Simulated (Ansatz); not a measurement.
# Ag (Fm-3m) in Ansatz: single point with PBE0

Aim: the single point of Ag with PBE0.

Everything below comes from runs of Ansatz 0.2.0. Logs are shortened: lines on timing, memory, paths and dates and some standing lists are left out, and cuts for length are marked.

**1. Starting point**

Symmetry: Fm-3m, No. 225, cubic system. Conventional cell: a = 4.085 Å, b = 4.085 Å, c = 4.085 Å, α = 90.00°, β = 90.00°, γ = 90.00°. Ag (site symmetry m-3m) is surrounded by 12 Ag at 2.89 Å.

**2. Single point, PBE0**

Input file input.yaml:

```yaml
crystal:
  lattice:
    - [0.0, 2.04275, 2.04275]
    - [2.04275, 0.0, 2.04275]
    - [2.04275, 2.04275, 0.0]
  atoms:
    - { symbol: Ag, position: [0.0, 0.0, 0.0] }
hamiltonian:
  xc: pbe0
  pseudopotentials: { kind: paw }
kpoints:
  mp_grid: { grid: [6, 6, 6] }
scf:
  occupations: { method: fermi_dirac, width: 0.05 }
output:
  forces: true
  stress: true
  eigenvalues: true
```

Potentials or basis: Ansatz PAW.

Run with:

```
> ansatz run input.yaml --threads 2 --pin off --max-ram 5632MiB --backend cpu --events-out ev --progress --plain --runs-dir out
```

The program printed:

```text
Warning: output.stress: scf.convergence.dr2_threshold = 1e-7 eV (the SCF's general default) is looser than the 1e-10 eV advised for a printed stress (1e-10 eV for each atom of the cell: 1). What an SCF threshold leaves in a stress goes as its square root, and in the free energy as the threshold itself, and one threshold admits the most on a small cell: of the crystals measured, under no hybrid functional and no lock of the moments, on runs that ended without the residual-converged pass, on stresses that held no estimate of that error, the worst erred by over 100 MPa in a component at 1e-7 eV an atom and by under 5 at 1e-10. Set scf.convergence.dr2_threshold to 1e-10 eV or tighter. The threshold is an SCF's pass mark: one that does not reach it within its budget of iterations ends unconverged, or closes short of it on a stop that the run arms, and scf.convergence.dr2_threshold's page says what that costs each kind of run
Warning: output.stress: scf.exx.energy_threshold = 1e-6 eV is looser than the 1e-8 eV advised for a stress under a hybrid functional (1e-8 eV for each atom of the cell: 1). Every SCF of the exchange loop can meet its threshold on dr2 while the loop round them stops early: no threshold on dr2 bounds what that leaves in the stress. Set scf.exx.energy_threshold to 1e-8 eV or tighter. The threshold is the loop's pass mark: a loop that does not reach it within its budget of cycles ends unconverged, and scf.exx.energy_threshold's page has the law
Warning: RAYON_NUM_THREADS=2 ignored (pool sized by the plan → 2); use --threads N
Engine: ansatz 0.2.0, aarch64-unknown-linux-gnu
Pseudopotentials: kind: paw
Pseudopotential: Ag, paw, valence charge 19, recommended cutoff 420 eV (normal), Ag.paw.azcp
Functional definition: PBE0
  parameter a = 0.25
  parameter kappa = 0.804
  parameter beta = 0.06672455060314922
  exchange = (1 - a)*pbe_x(kappa = kappa, mu = beta*pi^2/3) + a*exact_x
  correlation = pbe_c(beta = beta)
Crystal: 1 atoms, lattice volume = 17.048 Å³
Basis set: ecut = 420 eV, 331 PW (Γ), exchange–correlation on 40×40×40 points (8 copies of the dense FFT grid, shifted against one another)
Bands: 14, of which v1, the nominal top of the filled ones, is band 10 counted from 1 (9 counted from 0)
Symmetry: 48 space group operations
Space group: Fm-3m (ITA 225), of the structure as read, at distance tolerance 2.6e-5 Å
k-points: 16 of 216
Non-local potential: Ag, projectors of the file, l = 0: 3, l = 1: 2, l = 2: 2, l = 3: 1
PAW form: soft (Blöchl's): semilocal exchange-correlation on the pseudo side does not see the compensation charge
PAW frozen core: Ag, regenerated for the run's functional, and the local potential with it (the file was generated under x = pbe(κ = 0.804, μ = 0.2195149727645171), c = pbe(β = 0.06672455060314922))
PAW one-centre angular grid: Ag, 590 points (default); XC on 64 Gauss nodes
Initial density: superposition of atomic densities (neutral atoms: chi_scale 0, normalization atom), corrected by the library's trained network
Initial wavefunctions: pseudopotential atomic-orbital guess
Functional: x = pbe(κ = 0.804, μ = 0.2195149727645171), c = pbe(β = 0.06672455060314922), warm-up for x = 0.75 pbe(κ = 0.804, μ = 0.2195149727645171) + 0.25 exact, c = pbe(β = 0.06672455060314922)
SCF iter   1: F=—  HF=-7590.476089 eV  |F-HF|=—  |Δ(HF+E_count)|=         —  Δρ=2.05e-3  dr2=4.42e-4  ethr=1.77e-3  ⟨swp⟩=6.8  Hψ=933  notcnv=0
preconditioner: auto → none  [insulator: Δε(μ)=0.777 eV  Ē_g=16.315 eV  σ=0.050 eV  W_gap=0.63  n_scr=8 (ndim 8)  ℏωp=29.8 eV  f_vac=0.000  D(μ)=1.05/eV (n_scr^D=14)]
SCF iter   2: F=—  HF=-7590.476159 eV  |F-HF|=—  |Δ(HF+E_count)|=   7.01e-5  Δρ=9.16e-4  dr2=1.09e-4  ethr=2.33e-6  ⟨swp⟩=3.2  Hψ=549  notcnv=0  defer=2
iter 3 solved again at ethr=2.93e-8 eV; its pass at ethr=5.71e-7 eV (dr2=5.56e-6 eV) is discarded
SCF iter   3: F=—  HF=-7590.476146 eV  |F-HF|=—  |Δ(HF+E_count)|=   1.22e-5  Δρ=3.59e-4  dr2=5.54e-6  ethr=2.93e-8  ⟨swp⟩=2.0  Hψ=826  notcnv=0
SCF iter   4: F=—  HF=-7590.476166 eV  |F-HF|=—  |Δ(HF+E_count)|=   2.00e-5  Δρ=1.47e-5  dr2=1.64e-8  ethr=2.92e-8  ⟨swp⟩=3.0  Hψ=448  notcnv=0
SCF iter   5: F=-7590.476166 eV  HF=-7590.476166 eV  |F-HF|=2.54e-10  |Δ(HF+E_count)|=   1.48e-8  Δρ=2.04e-6  dr2=1.17e-10  ethr=8.61e-11  ⟨swp⟩=3.0  Hψ=476  notcnv=0
SCF 1 converged in 5 iterations: F = -7590.476166 eV  dr2 = 1.17e-10
[... 26 lines left out ...]
SCF iter   4: F=—  HF=-7593.093014 eV  |F-HF|=—  |Δ(HF+E_count)|=   3.39e-7  Δρ=5.73e-6  dr2=1.58e-8  ethr=4.00e-11  ⟨swp⟩=4.0  Hψ=671  notcnv=0
SCF iter   5: F=—  HF=-7593.093014 eV  |F-HF|=—  |Δ(HF+E_count)|=  1.36e-10  Δρ=8.73e-7  dr2=1.33e-8  ethr=1.10e-11  ⟨swp⟩=2.8  Hψ=395  notcnv=0
SCF iter   6: F=-7593.093014 eV  HF=-7593.093014 eV  |F-HF|=5.49e-9  |Δ(HF+E_count)|=   1.26e-7  Δρ=6.34e-6  dr2=6.70e-9  ethr=1.00e-12  ⟨swp⟩=4.1  Hψ=626  notcnv=0
SCF 4 converged in 6 iterations: F = -7593.093014 eV  dr2 = 6.70e-9
  Residual-converged pass: ⟨swp⟩=1.2  Hψ=227  notcnv=0  max |occ|·‖R‖ = 2.4e-6 eV (tolerance 2.4e-6 eV)  dr2=6.70e-9  dr2_onsite=6.18e-10  max |Δocc| = 1.3e-15
hybrid outer 3: dexx = +3.593e-7 eV, tail = 1.58e-8 eV, Δε = 6.88e-3 eV (about 3.20e-4 eV left of the loop's levels)
hybrid SCF converged: 3 outer / 14 inner (+5 warm-up), last move |dexx| = 3.59e-7 eV, tail = 1.58e-8 eV
Stability not checked: this state was not tested for a lower state beside it, because the functional holds exact exchange (a hybrid, or Hartree-Fock), whose exchange loop this test does not read (fock_operator; see scf.lower_state_search)
Free energy (F): -7593.093014 eV
Frozen-core exchange: fock
Harris-Foulkes:  -7593.093014 eV  (|F-HF|=5.49e-9)
Internal energy: -7593.085645 eV  (E = F + TS)
E sigma→0 (E₀):  -7593.089329 eV
Entropy (-TS):   -0.007369 eV (-7.369 meV/atom)
Fermi energy:    16.864244 eV
--- Per-component energies (eV) ---
  E_band       = -290.197027
  E_kinetic    = 529.205692
  E_local      = -2199.777865  (includes V_loc(G=0)·N_el)
  E_nonlocal   = 81.050706
  E_hartree    = 1004.601654
  E_xc         = -142.653299
  E_vxc        = -181.080005  (∫ρ·V_xc dr)
  E_exx        = -87.720559  (= α·E_x^exact, valence–valence)
  E_paw        = -3860.384225  (= ΣΔE_a)
  E_vpaw       = -353.362803  (= ΣTr[D̂ρ^β])
  E_aug_tail   = 0.000329  (compensation charges beyond the density's cutoff)
  E_ewald      = -2916.822938
  E_core_change = -0.585141  (= ΣΔE_core)
  E_smearing   = -0.007369  (= −TS)
  E_closure    = 0.000000  (closes the sum)
  Σ components = -7593.093014   (vs F -7593.093014, Δ=0.00e0)
--- Forces (eV/Å), atoms counted from 1 ---
  atom   1  Ag    -0.00000000     0.00000000    -0.00000000
  max |Σ_I F_I| component: 5.75e-32 eV/Å
--- Stress (GPa, compression-positive) ---
        4.629314       0.000000       0.000000
        0.000000       4.629314      -0.000000
        0.000000      -0.000000       4.629314
  P = ⅓ Tr σ = 4.6293 GPa (46.293 kbar)
--- Band table (eV; the first three rows and the last of 16) ---
  k-point 0: bands = ["-80.2254", "-42.2725", "-42.2725", "-42.2725", "8.0835", "10.6695", "10.6695", "10.6695", "11.7556", "11.7556", "34.3198", "38.1386", "38.1386", "38.1386"]
  k-point 1: bands = ["-80.2202", "-42.3200", "-42.2801", "-42.2801", "8.9629", "10.6222", "10.8611", "10.8611", "11.7371", "11.7371", "32.8567", "35.2764", "38.5078", "38.5078"]
  k-point 2: bands = ["-80.2104", "-42.4164", "-42.2960", "-42.2960", "9.2916", "10.7830", "10.7830", "12.2590", "12.2590", "13.0041", "26.3921", "34.2998", "37.7657", "37.7657"]
  k-point 15: bands = ["-80.1990", "-42.4308", "-42.3769", "-42.3507", "9.4927", "9.6885", "11.4187", "12.0628", "12.9418", "22.0316", "25.3835", "26.4075", "27.0940", "38.7112"]
```

Wall time 6.3 s (2 threads of Arm Neoverse V1, shared host); peak memory 0.56 GiB.

Results:

* Free energy: -7593.0930 eV
* Pressure: 4.6 GPa
* Band gap on the k mesh: none (metal or under the smearing width)

Caveat: the k mesh is coarse (spacing up to 0.44 Å⁻¹), so the values aren't converged, least of all with exact exchange; the PAW data sets come from PBE, with cores solved anew for the run's functional, which leaves a small shift of forces and pressure; the thresholds are loose for stress.
